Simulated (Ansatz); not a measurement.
Consider In5GaAsP5 (zincblende [001] superlattice).

The cell holds 12 atoms: 5 In, 5 P, 1 Ga and 1 As. Cell: a = 4.133 Å, b = 4.125 Å, c = 17.537 Å, α = 90.0°, β = 90.0°, γ = 90.0°. It derives from InP. Regions: InP, 10 atoms (5 In and 5 P); GaAs, 2 atoms (1 Ga and 1 As). The structure's axis is c.

```xyz
12
Lattice="4.1333 0.0000 0.0000 0.0000 4.1253 0.0000 0.0000 0.0000 17.5368" Properties=species:S:1:pos:R:3 pbc="T T T"
In    0.0000    0.0000    0.7180
P     2.0666    0.0000    2.1954
In    2.0666    2.0627    3.6794
P     0.0000    2.0627    5.1563
In    0.0000    0.0000    6.6383
P     2.0666    0.0000    8.1151
In    2.0666    2.0627    9.5969
P     0.0000    2.0627   11.0733
In    0.0000    0.0000   12.5540
P     2.0666    0.0000   14.0417
Ga    2.0666    2.0627   15.3059
As    0.0000    2.0627   16.6599
```

The structure was relaxed with PBEsol. The runs that relaxed it are not among those shown.

Gaps computed with Ansatz 0.2.0 without a self-energy: PBEsol 0.43 eV and HSE06 1.31 eV.

What gap should G0W0 on PBEsol give (4×4×2 mesh, 1247 empty bands, screening to 150 eV, PAW set soft_1 files)?

About 0.99 eV: on its mesh the run moves the gap from 0.42 eV by +0.57 eV. Among the scalar-relativistic levels given, HSE06 is nearest (+0.32 eV). Bands and cutoff are finite, so the gap is not at the basis limit. The miss can reach some tenths of an eV and take either sign; the mesh is an error of its own. The 4×4×2 mesh is coarse for this cell (its supercell is 17 Å along the shortest edge). The RPA ε∞ on it, from the PBEsol start, is 32.55, 43.52 and 56.33; such meshes misread the long-range screening, most where the gap is narrow. The RPA ε∞ on this mesh reaches over 25; with a narrow direct gap a coarse mesh can overstate it, and the correction is then too small. The many-body steps are scalar-relativistic: spin-orbit coupling is not in them.

[Paths, hosts, dates, memory and timing lines, banners, echoed tables and standing remarks are left out of the program output.]

[Logs are printed without paths, hosts, clocks, repeated set-up lines and the standing remarks that a program may print on its own settings, such as how far it seeks lower states.]

[Runs of the session that timed out or met a known fault of the program may be left out.]

[Cells called generated may have been cut or substituted from an entry of the Crystallography Open Database or the Materials Project.]

[Hosts, paths, dates, database ids (printed as entryN), source tags and the programs' standing remarks are cut or masked in the printed files.]
